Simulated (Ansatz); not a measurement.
# AlCo (rocksalt type): the cost of one run

Program: Ansatz 0.2.0. Level of theory: DFT, PBE, all-electron LAPW, scalar-relativistic. These are calculated values, not measurements.

## 1. The starting structure

The structure is cubic, space group Fm-3m (No. 225). The conventional cell has a = 4.253 Å, b = 4.253 Å, c = 4.253 Å, α = 90.00°, β = 90.00°, γ = 90.00°. Co (site symmetry m-3m) is surrounded by 6 Al at 2.13 Å. Around Al (site symmetry m-3m) lie 6 Co at 2.13 Å.

As a file:

```cif
data_structure
_symmetry_space_group_name_H-M 'P 1'
_symmetry_Int_Tables_number 1
_cell_length_a 3.0072
_cell_length_b 3.0072
_cell_length_c 3.0072
_cell_angle_alpha 60.000
_cell_angle_beta 60.000
_cell_angle_gamma 60.000
_cell_volume 19.23
loop_
_atom_site_label
_atom_site_type_symbol
_atom_site_fract_x
_atom_site_fract_y
_atom_site_fract_z
_atom_site_occupancy
Co1 Co 0.00000 0.00000 0.00000 1
Al1 Al 0.50000 0.50000 0.50000 1
```

Atoms are numbered in the order of the input: Co1, Al2.

## 2. Rocksalt relaxed under pressure, LAPW

The input, input.yaml:

```yaml
crystal:
  lattice:
    - [0.0, 2.12642618, 2.12642618]
    - [2.12642618, 0.0, 2.12642618]
    - [2.12642618, 2.12642618, 0.0]
  atoms:
    - { symbol: Co, position: [0.0, 0.0, 0.0] }
    - { symbol: Al, position: [0.5, 0.5, 0.5] }
kpoints:
  mp_grid: { grid: [15, 15, 15] }
scf:
  occupations: { method: fermi_dirac, width: 0.08 }
hamiltonian:
  xc: pbe
  pseudopotentials: { kind: all_electron, lapw: { basis_error: 0.0005 } }
output:
  forces: true
  stress: true
  eigenvalues: true
relax:
  f_tol: 0.005
  max_steps: 12
  cell: { p_target: 89.0, stress_tol: 0.044 }
```

The run is started by

```
> ansatz run input.yaml --threads 1 --pin off --max-ram 3584MiB --backend cpu --events-out ev --progress --plain --runs-dir out
```

What time and memory should one allow on 1 thread of Arm Neoverse V2, shared host?

About 51 s, with a peak of 0.52 GiB.
